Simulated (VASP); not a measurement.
# Zn2Ga2O3 (I4/mmm) in VASP: relaxation of cell and atoms with PBE

Aim: the relaxation of cell and atoms of Zn2Ga2O3 with PBE.

All numbers are computed with VASP 6.6.1; they aren't measurements. Logs are shortened: lines on timing, memory, paths and dates and some standing lists are left out, and cuts for length are marked.

### 1 Starting point

The structure is tetragonal, space group I4/mmm (No. 139). The conventional cell has a = 5.767 Å, b = 5.767 Å, c = 6.953 Å, α = 90.00°, β = 90.00°, γ = 90.00°. Zn (site symmetry -4m2) has 2 O at 1.74 Å as nearest neighbours. Ga (site symmetry 4mm) has 1 O at 2.02 Å as nearest neighbours. Around O (site symmetry mmm) lie 2 Zn at 1.74 Å. Around O (site symmetry 4/mmm) lie 2 Ga at 2.02 Å.

The cell was built by a generator and needn't be a form met in nature.

### 2 Relaxation of cell and atoms, PBE

Input file INCAR:

```
SYSTEM = Zn2Ga2O3
PREC     = Normal         ! precision mode
ENCUT    = 520            ! plane-wave cutoff, eV
EDIFF    = 1E-4           ! SCF threshold, eV
ISMEAR   = 0              ! smearing method
SIGMA    = 0.15           ! smearing width, eV
LREAL    = .FALSE.        ! projectors in reciprocal space
LASPH    = .TRUE.         ! aspherical terms in the spheres
NELM     = 60             ! most SCF steps
ALGO     = Fast           ! electronic algorithm
ISIF     = 3              ! what is computed and relaxed
LWAVE    = .FALSE.        ! write WAVECAR
LCHARG   = .FALSE.        ! write CHGCAR
GGA      = PE             ! functional
IBRION   = 2              ! ionic algorithm
NSW      = 24             ! ionic steps
EDIFFG   = -0.08          ! ionic threshold
```

Input file KPOINTS:

```
regular mesh
0
G
  4 4 4
  0 0 0
```

Input file POSCAR:

```
Zn2Ga2O3
1.0
   -2.8834808200      2.8834808200      3.4766514200
    2.8834808200     -2.8834808200      3.4766514200
    2.8834808200      2.8834808200     -3.4766514200
Zn Ga O
2 2 3
Direct
    0.7500000000      0.2500000000      0.5000000000
    0.2500000000      0.7500000000      0.5000000000
    0.2901744200      0.2901744200      0.0000000000
    0.7098255800      0.7098255800      0.0000000000
    0.5000000000      0.0000000000      0.5000000000
    0.0000000000      0.5000000000      0.5000000000
    0.0000000000      0.0000000000      0.0000000000
```

Potentials or basis: VASP PAW PBE potentials, release 64 (Zn, Ga_d, O).

Command:

```bash
> cat potpaw_PBE.64/Zn/POTCAR potpaw_PBE.64/Ga_d/POTCAR potpaw_PBE.64/O/POTCAR > POTCAR
> mpirun -np 1 vasp_std > vasp.out
```

OUTCAR:

```text
SYSTEM = Zn2Ga2O3
   PREC = Normal
   ENCUT = 520
   EDIFF = 1E-4
   ISMEAR = 0
   LREAL = .FALSE.
   LASPH = .TRUE.
   NELM = 60
   ISIF = 3
   GGA = PE
   IBRION = 2
   NSW = 24
   EDIFFG = -0.08

 ion  position               nearest neighbor table
   1  0.750  0.250  0.500-   5 1.74   6 1.74   3 2.90   4 2.90   3 2.90   4 2.90
   2  0.250  0.750  0.500-   5 1.74   6 1.74   3 2.90   4 2.90   3 2.90   4 2.90
   3  0.290  0.290  0.000-   7 2.02   2 2.90   1 2.90   2 2.90   1 2.90   4 2.92
   4  0.710  0.710  0.000-   7 2.02   1 2.90   2 2.90   1 2.90   2 2.90   3 2.92
   5  0.500  0.000  0.500-   1 1.74   2 1.74
   6  0.000  0.500  0.500-   1 1.74   2 1.74
   7  0.000  0.000  0.000-   3 2.02   4 2.02

  LATTYP: Found a body centered tetragonal cell.
 ALAT       =     5.7669616400
 C/A-ratio  =     1.2057133850

  Lattice vectors:

 A1 = (  -2.8834808200,   2.8834808200,   3.4766514200)
 A2 = (   2.8834808200,  -2.8834808200,   3.4766514200)
 A3 = (   2.8834808200,   2.8834808200,  -3.4766514200)

Analysis of symmetry for initial positions (statically):
=====================================================================
 Subroutine PRICEL returns:
 Original cell was already a primitive cell.

 Routine SETGRP: Setting up the symmetry group for a
 body centered tetragonal supercell.

 Subroutine GETGRP returns: Found 16 space group operations
 (whereof 16 operations were pure point group operations)
 out of a pool of 16 trial point group operations.

The static configuration has the point symmetry D_4h.

Analysis of symmetry for dynamics (positions and initial velocities):
=====================================================================
 Subroutine PRICEL returns:
 Original cell was already a primitive cell.

 Routine SETGRP: Setting up the symmetry group for a
 body centered tetragonal supercell.

 Subroutine GETGRP returns: Found 16 space group operations
 (whereof 16 operations were pure point group operations)
 out of a pool of 16 trial point group operations.

The dynamic configuration has the point symmetry D_4h.

 Subroutine INISYM returns: Found 16 space group operations
 (whereof 16 operations are pure point group operations),
 and found     1 'primitive' translations

----------------------------------------------------------------------------------------

                                     Primitive cell

  volume of cell :     115.6259

  direct lattice vectors                    reciprocal lattice vectors
    -2.883480820  2.883480820  3.476651420     0.000000000  0.173401535  0.143816546
     2.883480820 -2.883480820  3.476651420     0.173401535  0.000000000  0.143816546
     2.883480820  2.883480820 -3.476651420     0.173401535  0.173401535  0.000000000

  length of vectors
     5.358733841  5.358733841  5.358733841     0.225280473  0.225280473  0.245226802

  position of ions in fractional coordinates (direct lattice)
     0.750000000  0.250000000  0.500000000
     0.250000000  0.750000000  0.500000000
     0.290174420  0.290174420  0.000000000
     0.709825580  0.709825580  0.000000000
     0.500000000  0.000000000  0.500000000
     0.000000000  0.500000000  0.500000000
     0.000000000  0.000000000  0.000000000

  ion indices of the primitive-cell ions
   primitive index   ion index
                 1           1
                 2           2
                 3           3
                 4           4
                 5           5
                 6           6
                 7           7

----------------------------------------------------------------------------------------

 KPOINTS: regular mesh

Automatic generation of k-mesh.
 Grid dimensions read from file:
 generate k-points for:    4    4    4

 Generating k-lattice:

  Cartesian coordinates                     Fractional coordinates (reciprocal lattice)
     0.000000000  0.043350384  0.035954137     0.250000000  0.000000000  0.000000000
     0.043350384  0.000000000  0.035954137     0.000000000  0.250000000  0.000000000
     0.043350384  0.043350384  0.000000000     0.000000000  0.000000000  0.250000000

  Length of vectors
     0.056320118  0.056320118  0.061306701

  Shift w.r.t. Gamma in fractional coordinates (k-lattice)
     0.000000000  0.000000000  0.000000000

 Subroutine IBZKPT returns following result:
 ===========================================

 Found     13 irreducible k-points:

 Following reciprocal coordinates:
            Coordinates               Weight
  0.000000  0.000000  0.000000      1.000000
  0.250000  0.000000  0.000000      8.000000
  0.500000  0.000000  0.000000      4.000000
  0.250000  0.250000  0.000000      8.000000
  0.500000  0.250000  0.000000     16.000000
 -0.250000  0.250000  0.000000      4.000000
  0.500000  0.500000  0.000000      2.000000
  0.250000  0.250000  0.250000      2.000000
 -0.250000  0.250000  0.250000      4.000000
  0.500000  0.500000  0.250000      4.000000
 -0.250000  0.500000  0.250000      8.000000
 -0.250000 -0.250000  0.250000      2.000000
  0.500000  0.500000  0.500000      1.000000
   k-points           NKPTS =     13   k-points in BZ     NKDIM =     13   number of bands    NBANDS=     40
   number of dos      NEDOS =    301   number of ions     NIONS =      7
   total plane-waves  NPLWV =  27000
   dimension x,y,z NGX =    30 NGY =   30 NGZ =   30
   dimension x,y,z NGXF=    60 NGYF=   60 NGZF=   60
   ions per type =               2   2   3
   NGX,Y,Z   is equivalent  to a cutoff of   9.31,  9.31,  9.31 a.u.
   NGXF,Y,Z  is equivalent  to a cutoff of  18.61, 18.61, 18.61 a.u.
 SYSTEM =  Zn2Ga2O3
   PREC   = normal    normal or accurate (medium, high low for compatibility)
   ISTART =      0    job   : 0-new  1-cont  2-samecut
   ICHARG =      2    charge: 1-file 2-atom 10-const
   ISPIN  =      1    spin polarized calculation?
   LNONCOLLINEAR =      F non collinear calculations
   LSORBIT =      F    spin-orbit coupling
   LASPH  =      T    aspherical Exc in radial PAW
   ENCUT  =  520.0 eV  38.22 Ry    6.18 a.u.   9.96  9.96  9.96*2*pi/ulx,y,z
   NELM   =     60;   NELMIN=  2; NELMDL= -5     # of ELM steps
   EDIFF  = 0.1E-03   stopping-criterion for ELM
   LREAL  =      F    real-space projection
   EDIFFG = -.8E-01   stopping-criterion for IOM
   NSW    =     24    number of steps for IOM
   IBRION =      2    ionic relax: 0-MD 1-quasi-New 2-CG
   NFREE  =      1    steps in history (QN), initial steepest desc. (CG)
   ISIF   =      3    stress and relaxation
   ISYM   =      2    0-nonsym 1-usesym 2-fastsym
   POTIM  = 0.5000    time-step for ionic-motion
   TEBEG  =    0.0;   TEEND  =   0.0 temperature during run
   PSTRESS=    0.0 pullay stress
   NELECT =      68.0000    total number of electrons
   NUPDOWN=      -1.0000    fix difference up-down
   EMIN   =  10.00;   EMAX   =-10.00  energy-range for DOS
   EFERMI =   0.00;   METHOD = LEGACY
   ISMEAR =     0;   SIGMA  =   0.15  broadening in eV -4-tet -1-fermi 0-gaus
   EFERMI_NEDOS =   21; number of points for ismear=-14 and -15
   IALGO  =     68    algorithm
   IMIX   =      4    mixing-type and parameters
     AMIX     =   0.40;   BMIX     =  1.00
     AMIX_MAG =   1.60;   BMIX_MAG =  1.00
  volume/ion in A,a.u.               =      16.52       111.47
  Fermi-wavevector in a.u.,A,eV,Ry     =   1.371595  2.591940 25.596289  1.881274
  Thomas-Fermi vector in A             =   2.497278
   LORBIT       =      0    0 simple, 1 ext, 2 COOP (PROOUT), +10 PAW based schemes
   GGA     = PE    functional components
   LHFCALC =     F    Hartree Fock is set to
   AEXX    =    0.0000 exact exchange contribution
   IVDW    =     0    specifies the selected vdW correction
   LEPSILON=     F    determine dielectric tensor
   LRPA    =     F    only Hartree local field effects (RPA)
 conjugate gradient relaxation of ions
 non-spin polarized calculation
 RMM-DIIS sequential band-by-band and
 Gauss-broadening in eV      SIGMA  =   0.15
  energy-cutoff  :      520.00
  volume of cell :      115.63
 maximum number of plane-waves:      3133
   NGX = 19   NGY = 19   NGZ = 19

--------------------------------------- Ionic step        1  -------------------------------------------

 number of electron      67.9999858 magnetization

 Free energy of the ion-electron system (eV)
  ---------------------------------------------------
  ext. energy  EPLUGINS =         0.00000000
  ---------------------------------------------------
  free energy    TOTEN  =       -25.24727558 eV

  energy without entropy =      -25.24167577  energy(sigma->0) =      -25.24447567

------------------------ aborting loop because EDIFF is reached ----------------------------------------

  FORCE on cell =-STRESS in cart. coord.  units (eV):
  Direction    XX          YY          ZZ          XY          YZ          ZX
  --------------------------------------------------------------------------------------
  -------------------------------------------------------------------------------------
  Total        5.1164635      5.1164635     -2.9635376      0.0000000      0.0000000      0.0000000
  in kB       70.8965643     70.8965643    -41.0644249      0.0000000      0.0000000      0.0000000
  external PRESSURE =      33.5762346 kB  Pullay stress =       0.0000000 kB
[... 104 lines left out ...]
  FREE ENERGIE OF THE ION-ELECTRON SYSTEM (eV)
  ---------------------------------------------------
  free  energy   TOTEN  =       -25.8690409088 eV

  energy  without entropy=      -25.8649019731  energy(sigma->0) =      -25.86697144

[... ionic steps 4 to 11 ...]

--------------------------------------- Ionic step       12  -------------------------------------------

 number of electron      68.0000073 magnetization

------------------------ aborting loop because EDIFF is reached ----------------------------------------

  FORCE on cell =-STRESS in cart. coord.  units (eV):
  Direction    XX          YY          ZZ          XY          YZ          ZX
  --------------------------------------------------------------------------------------
  -------------------------------------------------------------------------------------
  Total        0.3896712      0.3896712     -0.8080506      0.0000000      0.0000000     -0.0000000
  in kB        4.2127395      4.2127395     -8.7358434      0.0000000      0.0000000     -0.0000000
  external PRESSURE =      -0.1034548 kB  Pullay stress =       0.0000000 kB
[... 67 lines left out ...]
  energy  without entropy=      -26.4183091112  energy(sigma->0) =      -26.42003340

--------------------------------------- Ionic step       14  -------------------------------------------

 number of electron      68.0000191 magnetization

 Free energy of the ion-electron system (eV)
  ---------------------------------------------------
  ext. energy  EPLUGINS =         0.00000000
  ---------------------------------------------------
  free energy    TOTEN  =       -26.42592191 eV

  energy without entropy =      -26.42252509  energy(sigma->0) =      -26.42422350

 E-fermi :   0.6089     XC(G=0):  -8.4321

 val. band max:        0.5504876456   @ k =   0.0000   0.0000   0.0000
 cond. band min:       0.7039728748   @ k =   0.5000   0.5000   0.0000
 fundamental gap:      0.1534852292
 Fermi energy:         0.6089083938

 k-point     1 :       0.0000    0.0000    0.0000
  band No.  band energies     occupation
      1     -17.9660      2.00000
      2     -17.7231      2.00000
      3     -17.2050      2.00000
      4     -13.8462      2.00000
      5     -13.8245      2.00000
      6     -13.8229      2.00000
[... 582 lines left out ...]
  FREE ENERGIE OF THE ION-ELECTRON SYSTEM (eV)
  ---------------------------------------------------
  free  energy   TOTEN  =       -26.4259219148 eV

  energy  without entropy=      -26.4225250925  energy(sigma->0) =      -26.42422350

 reached required accuracy - stopping structural energy minimisation
```

Wall time 2.9 min (1 thread of Intel Xeon Platinum 8559C (Emerald Rapids), shared host); peak memory 0.21 GiB.

What came out:

```yaml
Free_energy: -26.4259 eV
Relaxed_volume: 21.33 Å³/atom
Relaxed_cell: a = 5.795 Å, b = 5.795 Å, c = 5.795 Å, α = 111.42°, β = 111.42°, γ = 105.64°
Space_group_after_relaxing_to_0.05_Å: I4/mmm (No. 139)
Energy_gained_by_relaxing: 168.4 meV/atom
Ionic_steps: 14
Pressure_after_relaxing: 0.2 GPa
Largest_force_after_relaxing: 0.076 eV/Å
Band_gap_on_the_k_mesh: 0.15 eV, indirect (least direct gap 0.53 eV)
```

Forces on the atoms (eV/Å):
```
Zn   0.000  0.000  0.000
Zn   0.000  0.000  0.000
Ga   0.000  0.000 -0.076
Ga   0.000  0.000  0.076
O    0.000  0.000  0.000
O    0.000  0.000  0.000
O    0.000  0.000  0.000
```

The path:
```
step  energy change (eV)  largest force (eV/Å)  pressure (GPa)  volume (Å³)
   1              0.0000                1.8622            3.36       115.63
   2             -0.5559                1.1116            6.60       121.39
   3             -0.6218                0.0426            9.50       124.92
   4             -0.8016                0.3075            7.76       129.52
   5             -1.0181                1.2243            5.41       140.31
   6             -1.0253                1.7689            4.16       145.59
   7             -1.1558                0.5675            0.77       147.44
   8             -1.1635                0.3068           -0.01       147.94
   9             -1.1637                0.3042           -0.09       147.99
  10             -1.1636                0.2480           -0.09       148.10
  11             -1.1637                0.3127            0.15       148.04
  12             -1.1676                0.2246           -0.01       148.20
  13             -1.1745                0.1084            0.04       148.56
  14             -1.1786                0.0759            0.22       149.28
```

Final structure:
```
Zn Ga O
1.0
    -3.26458    3.26458    3.50188
     3.26458   -3.26458    3.50188
     3.26458    3.26458   -3.50188
Zn Ga O
2 2 3
Direct
  0.75000 0.25000 0.50000
  0.25000 0.75000 0.50000
  0.25833 0.25833 0.00000
  0.74167 0.74167 0.00000
  0.50000 0.00000 0.50000
  0.00000 0.50000 0.50000
  0.00000 0.00000 0.00000
```

Levels at points of the mesh, in eV from the valence-band top:
| k point | band 31 | band 32 | band 33 | band 34 | band 35 | band 36 | band 37 | band 38 |
| --- | --- | --- | --- | --- | --- | --- | --- | --- |
| (0.00, 0.00, 0.00) | -2.35 | -1.42 | -1.42 | 0.00 | 0.53 | 0.53 | 1.97 | 3.21 |
| (0.50, 0.00, 0.00) | -2.54 | -1.79 | -1.65 | -1.53 | 1.43 | 1.45 | 2.39 | 2.48 |
| (0.50, 0.50, 0.00) | -2.23 | -1.57 | -1.49 | -0.67 | 0.15 | 2.15 | 3.36 | 3.71 |
| (0.50, 0.50, 0.50) | -2.13 | -1.38 | -1.38 | -0.09 | 1.56 | 1.85 | 1.85 | 2.36 |

Caveat: the volume moved by over 15 % at a fixed basis, so the end points are rough; the relaxation stopped at a loose force limit of 0.08 eV/Å, so its end isn't a converged minimum. A k mesh can miss the band edges.
